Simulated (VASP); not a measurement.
Input of a VASP 6.6.1 run:

INCAR

```
SYSTEM = AlN
  PREC = Accurate
  ENCUT = 600
  EDIFF = 1E-6
  ISMEAR = 0
  SIGMA = 0.03
  LREAL = .False.
  LASPH = .True.
  NELM = 80
  ALGO = Normal
  ISIF = 3
  LWAVE = .False.
  LCHARG = .False.
  GGA = PE
  IBRION = 2
  NSW = 90
  EDIFFG = -0.01
```

KPOINTS

```
regular mesh
0
Gamma
  12 12 6
  0 0 0
```

File POSCAR:

```
AlN
1.0
    3.1130000000      0.0000000000      0.0000000000
   -1.5565000000      2.6959370800      0.0000000000
    0.0000000000      0.0000000000      4.9810000000
Al N
2 2
Direct
    0.3333333300      0.6666666700      0.0000000000
    0.6666666700      0.3333333300      0.5000000000
    0.3333333300      0.6666666700      0.3800000000
    0.6666666700      0.3333333300      0.8800000000
```

Potentials or basis: VASP PAW PBE potentials, release 64 (Al, N).

Run with:

```sh
$ cat potpaw_PBE.64/Al/POTCAR potpaw_PBE.64/N/POTCAR > POTCAR
$ mpirun -np 1 vasp_std > vasp.out
```

Task: What does it give for the relaxed volume?

Result: 10.62 Å³/atom.

Task: What does it give for the space group after relaxing (to 0.05 Å)?

Result: P6_3mc (No. 186).

Task: What does it give for the relaxed cell?

Result: a = 3.127 Å, b = 3.127 Å, c = 5.018 Å, α = 90.00°, β = 90.00°, γ = 120.00°.

Task: What does it give for the band gap on the k mesh?

Result: 4.07 eV, direct.

Final structure:
```cif
data_structure
_symmetry_space_group_name_H-M 'P 1'
_symmetry_Int_Tables_number 1
_cell_length_a 3.1273
_cell_length_b 3.1273
_cell_length_c 5.0175
_cell_angle_alpha 90.000
_cell_angle_beta 90.000
_cell_angle_gamma 120.000
_cell_volume 42.50
loop_
_atom_site_label
_atom_site_type_symbol
_atom_site_fract_x
_atom_site_fract_y
_atom_site_fract_z
_atom_site_occupancy
Al1 Al 0.33333 0.66667 0.99934 1
Al2 Al 0.66667 0.33333 0.49934 1
N1 N 0.33333 0.66667 0.38066 1
N2 N 0.66667 0.33333 0.88066 1
```

A k mesh can miss the band edges. PBE usually gives volumes a little too large and moduli too small.
